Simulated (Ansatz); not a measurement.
The system is Ge.

```xyz
2
Lattice="-2.5745 2.5745 1.3974 2.5745 -2.5745 1.3974 2.5745 2.5745 -1.3974" Properties=species:S:1:pos:R:3 pbc="T T T"
Ge    0.0000    0.0000    1.3974
Ge    2.5745    0.0000    0.6987
```

This isn't the form of Ge at room conditions, which is diamond.

```yaml
Program: Ansatz 0.2.0
Task: relaxation of cell and atoms
Functional: PBE
Potentials_or_basis: Ansatz PAW
Cutoff: "420 eV (not typed: the program's choice for these potentials)"
k_mesh: 11 × 11 × 11
Occupations: fermi-dirac, width 0.05 eV
Spin: no spin polarisation
```

At the start: volume 18.52 Å³/atom.

**Question.** How do energy, volume and symmetry change on relaxing?

**Answer.** It ends after 6 steps and the volume is 19.33 Å³/atom (+4.3 %); space group I4_1/amd (No. 141, to 0.05 Å).

The path:
```tsv
step	energy change (eV)	largest force (eV/Å)	volume (Å³)
1	0.0000	0.0000	37.05
2	-0.0141	0.0000	39.01
3	-0.0151	0.0000	38.67
4	-0.0152	0.0000	38.63
5	-0.0152	0.0000	38.65
6	-0.0155	0.0000	38.65
```

Final structure:
```
CELL_PARAMETERS angstrom
-2.61490 2.61490 1.41331
2.61490 -2.61490 1.41331
2.61490 2.61490 -1.41331
ATOMIC_POSITIONS crystal
Ge 0.50000 0.50000 0.00000
Ge 0.25000 0.75000 0.50000
```

Caveat: the plane-wave basis is chosen anew once the cell has moved, so the energies of steps on either side of that aren't comparable.
